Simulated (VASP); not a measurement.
# TiTe2 (P-3m1) in VASP: further runs, part 2 of 2

VASP 6.6.1.

## Step 3: Single point, HSE06

POSCAR

```
TiTe2
1.0
    3.7770000000      0.0000000000      0.0000000000
   -1.8885000000      3.2709779501      0.0000000000
    0.0000000000      0.0000000000      6.4980000000
Te Ti
2 1
Direct
    0.3333333333      0.6666666667      0.7372000000
    0.6666666667      0.3333333333      0.2628000000
    0.0000000000      0.0000000000      0.0000000000
```

INCAR.step1

```
PREC = Accurate
ENCUT = 500
EDIFF = 1E-5
ISMEAR = 0
SIGMA = 0.01
LREAL = False
LASPH = True
NELM = 100
ALGO = Normal
ISIF = 2
LWAVE = True
NBANDS = 20
NKRED = 1
GGA = PE
```

INCAR.step2

```
PREC = Accurate
ENCUT = 500
EDIFF = 1E-6
ISMEAR = 0
SIGMA = 0.01
LREAL = False
LASPH = True
NELM = 100
ALGO = Normal
ISIF = 2
LWAVE = False
LCHARG = False
GGA = PE
LHFCALC = True
HFSCREEN = 0.2
PRECFOCK = Fast
NBANDS = 20
NKRED = 1
ISTART = 1
```

KPOINTS

```
regular mesh
0
Gamma
  3 3 2
```

Potentials or basis: VASP PAW PBE potentials, release 64 (Te, Ti_sv).

Started as:

```console
> cat potpaw_PBE.64/Te/POTCAR potpaw_PBE.64/Ti_sv/POTCAR > POTCAR
> cp INCAR.step1 INCAR
> mpirun -np 1 vasp_std > vasp.out
> cp INCAR.step2 INCAR
> mpirun -np 1 vasp_std > vasp.out
```

OUTCAR:

```text
PREC = Accurate
   ENCUT = 500
   EDIFF = 1E-6
   ISMEAR = 0
   LREAL = False
   LASPH = True
   NELM = 100
   ISIF = 2
   GGA = PE
   LHFCALC = True
   HFSCREEN = 0.2
   PRECFOCK = Fast
   NKRED = 1
   ISTART = 1

 Found      6 irreducible k-points:

 Following reciprocal coordinates:
            Coordinates               Weight
  0.000000  0.000000  0.000000      1.000000
  0.333333  0.000000  0.000000      6.000000
  0.333333  0.333333  0.000000      2.000000
  0.000000  0.000000  0.500000      1.000000
  0.333333  0.000000  0.500000      6.000000
  0.333333  0.333333  0.500000      2.000000
   k-points           NKPTS =      6   k-points in BZ     NKDIM =     18   number of bands    NBANDS=     20
   number of dos      NEDOS =    301   number of ions     NIONS =      3
   total plane-waves  NPLWV =  37632
   dimension x,y,z NGX =    28 NGY =   28 NGZ =   48
   dimension x,y,z NGXF=    56 NGYF=   56 NGZF=   96
   ions per type =               2   1
   NGX,Y,Z   is equivalent  to a cutoff of  12.32, 12.32, 12.28 a.u.
   NGXF,Y,Z  is equivalent  to a cutoff of  24.65, 24.65, 24.56 a.u.
 SYSTEM =  unknown system
   PREC   = accura    normal or accurate (medium, high low for compatibility)
   ISTART =      1    job   : 0-new  1-cont  2-samecut
   ICHARG =      0    charge: 1-file 2-atom 10-const
   ISPIN  =      1    spin polarized calculation?
   LNONCOLLINEAR =      F non collinear calculations
   LSORBIT =      F    spin-orbit coupling
   LASPH  =      T    aspherical Exc in radial PAW
   ENCUT  =  500.0 eV  36.75 Ry    6.06 a.u.   6.89  6.89 11.85*2*pi/ulx,y,z
   NELM   =    100;   NELMIN=  2; NELMDL=  0     # of ELM steps
   EDIFF  = 0.1E-05   stopping-criterion for ELM
   LREAL  =      F    real-space projection
   EDIFFG = 0.1E-04   stopping-criterion for IOM
   NSW    =      0    number of steps for IOM
   IBRION =     -1    ionic relax: 0-MD 1-quasi-New 2-CG
   NFREE  =      0    steps in history (QN), initial steepest desc. (CG)
   ISIF   =      2    stress and relaxation
   ISYM   =      3    0-nonsym 1-usesym 2-fastsym
   POTIM  = 0.5000    time-step for ionic-motion
   TEBEG  =    0.0;   TEEND  =   0.0 temperature during run
   PSTRESS=    0.0 pullay stress
   NELECT =      24.0000    total number of electrons
   NUPDOWN=      -1.0000    fix difference up-down
   EMIN   =  10.00;   EMAX   =-10.00  energy-range for DOS
   EFERMI =   0.00;   METHOD = LEGACY
   ISMEAR =     0;   SIGMA  =   0.01  broadening in eV -4-tet -1-fermi 0-gaus
   EFERMI_NEDOS =   21; number of points for ismear=-14 and -15
   IALGO  =     38    algorithm
   IMIX   =      1    mixing-type and parameters
     AMIX     =   0.40;   BMIX     =  1.00
     AMIX_MAG =   1.60;   BMIX_MAG =  1.00
  volume/ion in A,a.u.               =      26.76       180.58
  Fermi-wavevector in a.u.,A,eV,Ry     =   1.094655  2.068597 16.303438  1.198269
  Thomas-Fermi vector in A             =   2.230964
   LORBIT       =      0    0 simple, 1 ext, 2 COOP (PROOUT), +10 PAW based schemes
   GGA     = PE    functional components
   LHFCALC =     T    Hartree Fock is set to
   PRECFOCK=fast      Normal, Fast or Accurate (Low or Medium for compatibility)
   ENCUT4O =  -1.0   cutoff for four orbital integrals eV
   NKREDX  =     1    reduce k-point grid by
   NKREDY  =     1    reduce k-point grid by
   NKREDZ  =     1    reduce k-point grid by
   AEXX    =    0.2500 exact exchange contribution
   HFSCREEN=    0.2000 screening length (either q_TF or 0.3 A-1)
   HFSCREENC=   0.2000 screening length for correlation (either q_TF or 0.3 A-1)
   ENCUTFOCK=  -1.0 apply spherical cutoff to Coloumb kernel
   IVDW    =     0    specifies the selected vdW correction
   LEPSILON=     F    determine dielectric tensor
   LRPA    =     F    only Hartree local field effects (RPA)
 non-spin polarized calculation
 Gauss-broadening in eV      SIGMA  =   0.01
  energy-cutoff  :      500.00
  volume of cell :       80.28
 maximum number of plane-waves:      2052
 NGX is ok and might be reduce to    28
  NGX = 16; NGY = 16; NGZ = 28

 number of electron      23.9999998 magnetization

 Free energy of the ion-electron system (eV)
  ---------------------------------------------------
  ext. energy  EPLUGINS =         0.00000000
  ---------------------------------------------------
  free energy    TOTEN  =       -19.59443400 eV

  energy without entropy =      -19.59325619  energy(sigma->0) =      -19.59384510

 E-fermi :   7.0913     XC(G=0):  -8.1840

 val. band max:        7.0845073276   @ k =   0.3333   0.0000   0.5000
 cond. band min:       7.2031332763   @ k =   0.3333   0.0000   0.0000
 fundamental gap:      0.1186259486
 Fermi energy:         7.0913480311

 k-point     1 :       0.0000    0.0000    0.0000
  band No.  band energies     occupation
      1     -55.6560      2.00000
      2     -30.3034      2.00000
      3     -30.2396      2.00000
      4     -30.2396      2.00000
      5      -7.2011      2.00000
      6      -5.4970      2.00000
[... 12 lines left out ...]
     19      13.0566      0.00000
     20      15.0174      0.00000

 k-point     2 :       0.3333    0.0000    0.0000
  band No.  band energies     occupation
      1     -55.6528      2.00000
      2     -30.2967      2.00000
      3     -30.2839      2.00000
      4     -30.2504      2.00000
      5      -5.9838      2.00000
      6      -4.9967      2.00000
[... 12 lines left out ...]
     19      13.0660      0.00000
     20      13.6430      0.00000

 k-point     3 :       0.3333    0.3333    0.0000
  band No.  band energies     occupation
      1     -55.6512      2.00000
      2     -30.2937      2.00000
      3     -30.2810      2.00000
      4     -30.2810      2.00000
      5      -4.8942      2.00000
      6      -4.8942      2.00000
[... 12 lines left out ...]
     19      15.6040      0.00000
     20      15.6040      0.00000

 k-point     4 :       0.0000    0.0000    0.5000
  band No.  band energies     occupation
      1     -55.6559      2.00000
      2     -30.3029      2.00000
      3     -30.2395      2.00000
      4     -30.2395      2.00000
      5      -6.6380      2.00000
      6      -6.3560      2.00000
[... 12 lines left out ...]
     19      14.2147      0.00000
     20      14.8779      0.00000

 k-point     5 :       0.3333    0.0000    0.5000
  band No.  band energies     occupation
      1     -55.6528      2.00000
      2     -30.2959      2.00000
      3     -30.2836      2.00000
      4     -30.2503      2.00000
      5      -5.5973      2.00000
      6      -5.4657      2.00000
[... 12 lines left out ...]
     19      12.5356      0.00000
     20      13.8830      0.00000

 k-point     6 :       0.3333    0.3333    0.5000
  band No.  band energies     occupation
      1     -55.6513      2.00000
      2     -30.2929      2.00000
      3     -30.2808      2.00000
      4     -30.2808      2.00000
      5      -4.8846      2.00000
      6      -4.8846      2.00000
[... 12 lines left out ...]
     19      12.9659      0.00000
     20      13.5523      0.00000

------------------------ aborting loop because EDIFF is reached ----------------------------------------

  FORCE on cell =-STRESS in cart. coord.  units (eV):
  Direction    XX          YY          ZZ          XY          YZ          ZX
  --------------------------------------------------------------------------------------
  -------------------------------------------------------------------------------------
  Total       -0.6022357     -0.6022357     -0.4927197     -0.0000000      0.0000000     -0.0000000
  in kB      -12.0191236    -12.0191236     -9.8334564     -0.0000000      0.0000000     -0.0000000
  external PRESSURE =     -11.2905678 kB  Pullay stress =       0.0000000 kB

 VOLUME and BASIS-vectors are now :
 -----------------------------------------------------------------------------
  energy-cutoff  :      500.00
  volume of cell :       80.28
      direct lattice vectors                 reciprocal lattice vectors
     3.777000000  0.000000000  0.000000000     0.264760392  0.152859484  0.000000000
    -1.888500000  3.270977950  0.000000000     0.000000000  0.305718967  0.000000000
     0.000000000  0.000000000  6.498000000     0.000000000  0.000000000  0.153893506

 POSITION                                       TOTAL-FORCE (eV/Angst)
 -----------------------------------------------------------------------------------
     -0.00000      2.18065      4.79033         0.000000     -0.000000      0.404275
      1.88850      1.09033      1.70767        -0.000000      0.000000     -0.404275
      0.00000      0.00000      0.00000         0.000000      0.000000     -0.000000
 -----------------------------------------------------------------------------------
    total drift:                                0.000000     -0.000000      0.000000

  FREE ENERGIE OF THE ION-ELECTRON SYSTEM (eV)
  ---------------------------------------------------
  free  energy   TOTEN  =       -19.5944340026 eV

  energy  without entropy=      -19.5932561940  energy(sigma->0) =      -19.59384510
```

Run time: 96 s. Hardware: 1 thread of Intel Xeon Platinum 8559C (Emerald Rapids), shared host; peak memory 0.29 GiB.

These settings aren't checked as converged: the numbers below hold their error.

What came out:

```yaml
Free_energy: -19.5944 eV
Pressure: -1.1 GPa
Largest_force: 0.404 eV/Å
Band_gap_on_the_k_mesh: none (metal or under the smearing width)
```

Caveat: the k mesh is coarse (spacing up to 0.64 Å⁻¹), so the values aren't converged, least of all with exact exchange; the PAW data sets were made with another functional, which shifts forces and pressure a little; this functional lacks dispersion, which binds the layers, so the pressure and a relaxed spacing across them are unreliable.
